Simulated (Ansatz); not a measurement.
AlRu: pressure against volume

AlRu, Pm-3m, a = 2.976 Å. The structure is a COD entry; whether it is the stable form wasn't checked. Ansatz: PBEsol, PAW, 420 eV, Γ-centred 14×14×14 mesh on 2 atoms, Gaussian smearing 0.10 eV; no spin polarisation. Symmetry fixes shape and atoms, so the cell is only scaled; pressure is positive in compression.

| V (Å³/atom) | P (GPa) |
| --- | --- |
| 11.602 | 36.98 |
| 11.997 | 25.37 |
| 12.393 | 15.50 |
| 12.788 | 7.11 |
| 13.184 | -0.02 |
| 13.580 | ? |
| 13.975 | -11.26 |
| 14.502 | -16.96 |

Task: Take V0 = 13.184 Å³/atom, count pressures from its P0 = -0.02 GPa, fit the third-order Birch–Murnaghan form to the other rows, and predict the missing pressure.

Result: With the Eulerian strain f = ½[(V0/V)^(2/3) − 1] and y = (P − P0)/[3f(1 + 2f)^(5/2)], the form is the line y = B0 + 1.5 B0 (B0′ − 4) f. Rows (f, y): 0.04448, 224.1; 0.03246, 222.8; 0.02106, 221.6; 0.01027, 219.9; -0.01905, 216.7; -0.03077, 215.1. Means f = 0.009742, y = 220.03; Σ(Δf)² = 0.004321, ΣΔfΔy = 0.5176; the slope is their ratio. y = 218.9 + 119.8 f GPa, so B0 = 218.9 GPa and B0′ = 4 + 2 × (119.8)/(3 × 218.9) = 4.36. At V = 13.580, f = -0.00977, y = 217.73 and P = -6.09 GPa. The run gave -6.10 GPa, so the fit is 0.01 GPa too high, within the rms miss on the fitted rows (0.01 GPa).